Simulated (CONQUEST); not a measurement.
BN in CONQUEST: convergence with k mesh

Input of the first run (k mesh 2 × 1 × 1); the others differ in this setting and in those tied to it:

The input Conquest_input:

```
IO.Title BN
IO.Coordinates coords.dat
IO.FractionalAtomicCoords T
IO.Iprint 2
IO.Iprint_init 1
General.NumberOfSpecies 2
General.PseudopotentialType hamann
AtomMove.TypeOfRun static
AtomMove.FullStress T
Grid.GridCutoff 150
DM.SolutionMethod diagon
Diag.MPMesh T
Diag.GammaCentred T
Diag.MPMeshX 2
Diag.MPMeshY 1
Diag.MPMeshZ 1
Diag.kT 0.00183747
minE.SCTolerance 1e-6
SC.MaxIters 100
IO.AtomChargeOutput T
%block ChemicalSpeciesLabel
1 14.010 N
2 10.810 B
%endblock
```

File coords.dat:

```
    4.7209893936     0.0000000000     0.0000000000
    0.0000000000     8.1769934926     0.0000000000
    0.0000000000     0.0000000000    12.5396556452
8
  0.4908260000   0.8298920000   0.7482420000 1 T T T
  0.9908260000   0.3298920000   0.7482420000 1 T T T
  0.4990780000   0.1666400000   0.2502460000 1 T T T
  0.9990780000   0.6666400000   0.2502460000 1 T T T
  0.0068770000   0.3394180000   0.2481610000 2 T T T
  0.5068770000   0.8394180000   0.2481610000 2 T T T
  0.4961150000   0.1682630000   0.7522490000 2 T T T
  0.9961150000   0.6682630000   0.7522490000 2 T T T
```

Potentials or basis: PseudoDojo NC PBE, DZP, grid cutoff 150 Ha.

Launch:

```bash
$ OMP_NUM_THREADS=1 Conquest
```

The cell isn't the ideal one: atoms moved at random.

Hardware: 1 thread of AMD EPYC 9B45 (Zen 5) (shared host).

**Question.** The values tried are 2 × 1 × 1, 3 × 2 × 1, 4 × 2 × 2, 5 × 3 × 2, 6 × 4 × 3, 8 × 5 × 3, 9 × 5 × 4, 11 × 6 × 4, 13 × 8 × 5, 15 × 9 × 6, loosest first. From which on does the largest force stay within 0.005 eV/Å of the tightest run that finished?

**Answer.** From 8 × 5 × 3 on.

| k mesh | energy less the tightest run, at zero smearing (meV/atom) | pressure (GPa) | largest force (eV/Å) | gap on the mesh (eV) | SCF cycles | CPU time (s) | peak memory (GiB) |
| --- | --- | --- | --- | --- | --- | --- | --- |
| 2 × 1 × 1 | 388.85 | 14.77 | 2.285 | 4.431 | 8 | 31 | 1.1 |
| 3 × 2 × 1 | 45.83 | 8.77 | 1.702 | 4.240 | 8 | 32 | 1.1 |
| 4 × 2 × 2 | 16.32 | 8.25 | 1.587 | 4.160 | 8 | 36 | 1.1 |
| 5 × 3 × 2 | 2.65 | 7.95 | 1.492 | 4.164 | 8 | 39 | 1.1 |
| 6 × 4 × 3 | 0.22 | 7.88 | 1.481 | 4.225 | 8 | 49 | 1.1 |
| 8 × 5 × 3 | 0.04 | 7.88 | 1.476 | 4.175 | 8 | 55 | 1.1 |
| 9 × 5 × 4 | 0.02 | 7.88 | 1.475 | 4.205 | 8 | 71 | 1.1 |
| 11 × 6 × 4 | 0.00 | 7.88 | 1.475 | 4.170 | 8 | 95 | 1.1 |
| 13 × 8 × 5 | 0.00 | 7.88 | 1.475 | 4.166 | 8 | 140 | 1.1 |
| 15 × 9 × 6 | 0.00 | 7.88 | 1.475 | 4.159 | 8 | 200 | 1.1 |

Against the tightest run, the energy stays within 1 meV/atom from 6 × 4 × 3 on; the pressure stays within 0.1 GPa from 5 × 3 × 2 on; the gap on the mesh stays within 0.01 eV from 13 × 8 × 5 on. Meshes of other sizes hit other points, so gaps and Fermi surfaces needn't settle smoothly. The tightest run that finished is the yardstick and may itself not be fully converged.

Caveat, for the tightest run too: an odd mesh through Γ misses points on the zone boundary, where band edges often lie; the basis of atomic orbitals isn't converged, which shifts pressures, moduli and gaps.
